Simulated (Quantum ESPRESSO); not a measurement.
A calculation with Quantum ESPRESSO 7.5 of HgTe (Coloradoite) (native input, structure typed inline):

Contents of pw.in:

```
&CONTROL
  calculation = 'scf'
  prefix = 'pwscf'
  outdir = './tmp'
  pseudo_dir = './pseudo'
  tprnfor = .true.
  tstress = .true.
  disk_io = 'low'
/
&SYSTEM
  ibrav = 0
  nat = 2
  ntyp = 2
  ecutwfc = 45
  ecutrho = 360
  nbnd = 15
  occupations = 'smearing'
  smearing = 'fd'
  degauss = 0.00367493
/
&ELECTRONS
  conv_thr = 4d-10
  electron_maxstep = 120
  mixing_beta = 0.5
/
ATOMIC_SPECIES
Hg   200.5920 hg_pbesol_v1.uspp.F.UPF
Te   127.6000 te_pbesol_v1.uspp.F.UPF
CELL_PARAMETERS angstrom
   0.0000000000    3.2145000000    3.2145000000
   3.2145000000    0.0000000000    3.2145000000
   3.2145000000    3.2145000000    0.0000000000
ATOMIC_POSITIONS crystal
Hg     0.0000000000    0.0000000000    0.0000000000
Te     0.7500000000    0.7500000000    0.7500000000
K_POINTS automatic
7 7 7 0 0 0
```

pp_density.in

```
&INPUTPP
  prefix = 'pwscf'
  outdir = './tmp'
  filplot = 'density.dat'
  plot_num = 0
/
&PLOT
  nfile = 1
  filepp(1) = 'density.dat'
  iflag = 3
  output_format = 6
  fileout = 'density.cube'
/
```

File pp_potential.in:

```
&INPUTPP
  prefix = 'pwscf'
  outdir = './tmp'
  filplot = 'potential.dat'
  plot_num = 11
/
&PLOT
  nfile = 1
  filepp(1) = 'potential.dat'
  iflag = 3
  output_format = 6
  fileout = 'potential.cube'
/
```

Potentials or basis: GBRV 1.5 PBEsol.

Command:

```sh
$ OMP_NUM_THREADS=1 mpirun -n 2 pw.x -nk 2 -in pw.in > pw.out
$ OMP_NUM_THREADS=1 mpirun -n 1 pp.x -in pp_density.in > pp_density.out
$ OMP_NUM_THREADS=1 mpirun -n 1 pp.x -in pp_potential.in > pp_potential.out
```

Write the same calculation in another form: ASE script, structure from a POSCAR.

As run:

run.py

```python
import numpy as np
from ase.calculators.espresso import Espresso, EspressoProfile
from ase.io import read

atoms = read('POSCAR')

input_data = {
    'control': {'calculation': 'scf', 'prefix': 'pwscf', 'outdir': './tmp', 'tprnfor': True, 'tstress': True, 'disk_io': 'nowf'},
    'system': {'ecutwfc': 45.0, 'ecutrho': 360.0, 'nbnd': 15, 'occupations': 'smearing', 'smearing': 'fd', 'degauss': 0.00367493},
    'electrons': {'conv_thr': 4e-10, 'electron_maxstep': 120, 'mixing_beta': 0.5},
}
pseudopotentials = {'Hg': 'hg_pbesol_v1.uspp.F.UPF', 'Te': 'te_pbesol_v1.uspp.F.UPF'}
profile = EspressoProfile(command='mpirun -n 2 pw.x -nk 2', pseudo_dir='pseudo')
dft = Espresso(profile=profile, input_data=input_data, pseudopotentials=pseudopotentials, kpts=(7, 7, 7), koffset=(0, 0, 0))
atoms.calc = dft

print(f'energy {atoms.get_potential_energy():.8f} eV')
print('forces (eV/A)')
print(np.round(atoms.get_forces(), 6))
print('stress (eV/A^3, Voigt)')
print(np.round(atoms.get_stress(), 8))
print(f'Fermi level {dft.get_fermi_level():.4f} eV')
```

File POSCAR:

```
HgTe
1.0
    0.0000000000      3.2145000000      3.2145000000
    3.2145000000      0.0000000000      3.2145000000
    3.2145000000      3.2145000000      0.0000000000
Hg Te
1 1
Direct
    0.0000000000      0.0000000000      0.0000000000
    0.7500000000      0.7500000000      0.7500000000
```

Potentials or basis: GBRV 1.5 PBEsol.

Launch:

```bash
$ OMP_NUM_THREADS=1 python run.py
```

Both were run:

|  | native input, structure typed inline | ASE script, structure from a POSCAR |
| --- | --- | --- |
| Pressure | 2.2 GPa | 2.2 GPa |
| Band gap on the k mesh | none (metal or under the smearing width) | none (metal or under the smearing width) |

Keys that steer only the numerical path or the files written may differ.
